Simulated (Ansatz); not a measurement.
Runs of Ansatz 0.2.0 on Nb. It takes space group Im-3m (No. 229, cubic). Conventional cell: a = 3.328 Å, b = 3.328 Å, c = 3.328 Å, α = 90.00°, β = 90.00°, γ = 90.00°. Around Nb (site symmetry m-3m) lie 8 Nb at 2.88 Å. 

| task | level | potentials or basis | spin | k mesh | cutoff (eV) | smearing | basis error allowed | mesh quality | gap on the mesh (eV) | pressure (GPa) |
| --- | --- | --- | --- | --- | --- | --- | --- | --- | --- | --- |
| band structure | LDA | all-electron LAPW, relativistic spinors | SOC, no magnetisation | 8 × 8 × 8 | 219 | fermi-dirac 0.05 eV | 0.001 eV/atom | coarse | - | -11.8 |
| single point | PBE | all-electron LAPW, scalar-relativistic | off | 11 × 11 × 11 | 217 | gaussian 0.022 eV | 0.001 eV/atom | not flagged | none | -1.7 |
| single point | PBE | all-electron LAPW, scalar-relativistic | off | 6 × 6 × 6 | 186 | fermi-dirac 0.06 eV | 0.004 eV/atom | coarse | none | -5.2 |
| single point | PBE | all-electron LAPW, scalar-relativistic | off | 11 × 11 × 11 | 217 | gaussian 0.026 eV | 0.001 eV/atom | not flagged | none | -1.7 |
| single point | PBE | all-electron LAPW, scalar-relativistic | off | 11 × 11 × 11 | 217 | gaussian 0.012 eV | 0.001 eV/atom | not flagged | none | (a) |

Alike in all rows: cell as given.

Task: Estimate the missing entries.

Result: (a) -1.8.

Caveats: some runs use coarse meshes; the k mesh is thin for a metal, which can move the energy by tens of meV per atom (some runs).

A k mesh can miss the band edges, and rows without SOC leave out spin-orbit coupling on Nb.

A gap of «none» marks a metal or a gap under the smearing width.

The runs don't all hold the same shells in valence.
